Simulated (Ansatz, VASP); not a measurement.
# Two plane-wave programs on AlN

Contents of INCAR:

```
ALGO = Normal
EDIFF = 1E-8
ENCUT = 520
ISIF = 2
ISMEAR = -1
LASPH = T
LCHARG = F
LEFG = T
LREAL = F
LWAVE = F
NBANDS = 11
NELM = 100
PREC = Accurate
SIGMA = 0.02
```

The input KPOINTS:

```
k-points
0
Gamma
  10 10 10
```

POSCAR

```
AlN
1.0
    0.0000000000      2.0167941628      2.0167941628
    2.0167941628      0.0000000000      2.0167941628
    2.0167941628      2.0167941628      0.0000000000
Al N
1 1
Direct
    0.0000000000      0.0000000000      0.0000000000
    0.5000000000      0.5000000000      0.5000000000
```

Input for Ansatz:

```yaml
crystal:
  lattice:
    - [0.0, 2.0167941628, 2.0167941628]
    - [2.0167941628, 0.0, 2.0167941628]
    - [2.0167941628, 2.0167941628, 0.0]
  atoms:
    - { symbol: Al, position: [0.0, 0.0, 0.0] }
    - { symbol: "N", position: [0.5, 0.5, 0.5] }
kpoints:
  mp_grid: { grid: [10, 10, 10] }
scf:
  occupations: { method: fermi_dirac, width: 0.02 }
hamiltonian:
  xc: lda
  pseudopotentials: { kind: paw }
output:
  forces: true
  stress: true
  eigenvalues: true
  efg: { contact_densities: true }
```

Change from the starting cell: volume scaled by 1.06, PAW files.

Alike in both runs: task electric field gradients; functional LDA; k mesh 10 × 10 × 10; occupations fermi-dirac, width 0.02 eV; no spin polarisation.

```csv
,VASP,Ansatz
version,VASP 6.6.1,Ansatz 0.2.0
potentials or method,"VASP PAW LDA potentials, release 64 (Al, N)","PAW with Ansatz's default frozen-core files, scalar-relativistic"
plane-wave cutoff (eV),520,420
valence electrons in the cell,8,8
```

VASP gave:

- gap on the k mesh at the Fermi level (eV): 4.53
- pressure (GPa): -3.9
- Vzz of the field gradient on the site that differs most (V/Å²): 0.0

Question: Estimate Ansatz's values.

Answer: gap on the k mesh at the Fermi level (eV): 4.54; pressure (GPa): -4.5; Vzz of the field gradient on the site that differs most (V/Å²): 0.0.

A k mesh can miss the band edges.
